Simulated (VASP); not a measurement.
Runs of VASP 6.6.1 on NiO. It takes space group Fm-3m (No. 225, cubic). Conventional cell: a = 4.172 Å, b = 4.172 Å, c = 4.172 Å, α = 90.00°, β = 90.00°, γ = 90.00°. Ni (site symmetry m-3m) has 6 O at 2.09 Å as nearest neighbours. Around O (site symmetry m-3m) lie 6 Ni at 2.09 Å. 

```csv
task,potentials or basis,cell,cutoff (eV),smearing,gap on the mesh (eV),pressure (GPa),moment (μB),relaxed volume (Å³/atom)
band structure,"VASP PAW PBE potentials, release 64 (Ni, O_s)",as given,400,fermi-dirac 0.05 eV,-,4.8,1.68,-
band structure,"VASP PAW PBE potentials, release 64 (Ni, O_h)",as given,900,fermi-dirac 0.05 eV,-,(a),1.67,-
relaxation of cell and atoms,"VASP PAW PBE potentials, release 54 (Ni, O)",relaxed,580,fermi-dirac 0.05 eV,none,0.1,1.77,9.35
band structure,"VASP PAW PBE potentials, release 54 (Ni, O)",as given,500,fermi-dirac 0.05 eV,-,4.8,1.67,-
relaxation of cell and atoms,"VASP PAW PBE potentials, release 64 (Ni, O_s)",relaxed,480,fermi-dirac 0.05 eV,none,0.0,1.77,9.35
band structure,"VASP PAW PBE potentials, release 54 (Ni, O)",as given,520,fermi-dirac 0.05 eV,-,-,1.67,-
single point,"VASP PAW PBE potentials, release 64 (Ni, O)",as given,520,gaussian 0.021 eV,none,6.1,1.77,-
relaxation of cell and atoms,"VASP PAW PBE potentials, release 64 (Ni, O_h)",relaxed,980,fermi-dirac 0.05 eV,none,0.1,(b),9.35
relaxation of cell and atoms,"VASP PAW PBE potentials, release 54 (Ni, O)",relaxed,600,fermi-dirac 0.05 eV,none,0.0,1.77,9.34
single point,"VASP PAW PBE potentials, release 64 (Ni, O)",as given,520,gaussian 0.029 eV,none,6.0,1.76,-
```

Alike in all rows: level PBE; spin collinear, ferromagnetic start; k mesh 11 × 11 × 11.

Fill in the values left out.

(a) 4.5; (b) 1.78.

Caveats: a cell with one magnetic atom can't hold antiferromagnetic order, which such compounds often take; semilocal functionals often make such compounds metallic where correlation or magnetic order opens a gap, which also shifts bond lengths; the cutoff is under 1.25 times the usual one of these potentials, so pressure, stress and relaxed cells hold a basis-set (Pulay) error (some runs).

A gap of «none» marks a metal or a gap under the smearing width.
